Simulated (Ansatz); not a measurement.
A trial structure of LiF was built thus: 5-connected net, two elements spread over the vertices (P1, No. 1). Its size is a rough estimate.

```
Li F
1.0
     3.33819    0.00000    0.00000
    -1.66910    2.89096    0.00000
     0.00000    0.00000    4.90801
Li F
3 3
Direct
  0.49867 0.83589 0.67382
  0.57438 0.24546 0.23459
  0.75454 0.32892 0.90125
  0.16411 0.66278 0.34048
  0.33722 0.50133 0.00715
  0.67108 0.42562 0.56792
```

Theory: DFT PBE, scalar-relativistic, plane waves, PAW (Ansatz). Cutoff 420 eV, Gaussian smearing, Γ-centred meshes. Cell and atoms relax first on a coarse mesh and then on a converged one. In between, the cell is made exact in the group found at 0.06 Å. The steps can't lower the symmetry of their start. No spin polarisation.

A guess keeps its type if space group and coordination stay and the shape of the cell changes little (axis ratios within about 15 %, angles within 6°); the volume may change.

Problem. Does it keep its structure type, or change into something else?

Solution. It doesn't keep its type. The symmetry goes from P1 (No. 1) to Fm-3m (No. 225), and the primitive cell from 6 to 2 atoms. The end has the rock salt type. The volume per atom grows by 6.6 %, from 7.9 to 8.4 Å³. The shortest distance goes from 1.72 Å (Li–F and Li–Li) to 2.03 Å (Li–F). Counting neighbours within 15 % of an atom's shortest distance, the start has F 5, Li 5 and the end F 6, Li 6. In detail, at the end Li is surrounded by 6 F at 2.03 Å; F has 6 Li at 2.03 Å.

```
CELL_PARAMETERS angstrom
0.00000 2.03422 2.03422
2.03422 0.00000 2.03422
2.03422 2.03422 0.00000
ATOMIC_POSITIONS crystal
Li 0.50000 0.50000 0.50000
F 0.00000 0.00000 0.00000
```

The last run used a 10×10×10 mesh for its 2-atom cell and Gaussian smearing of 0.02 eV. Symmetry constrained the relaxation, so the result can be a saddle point.
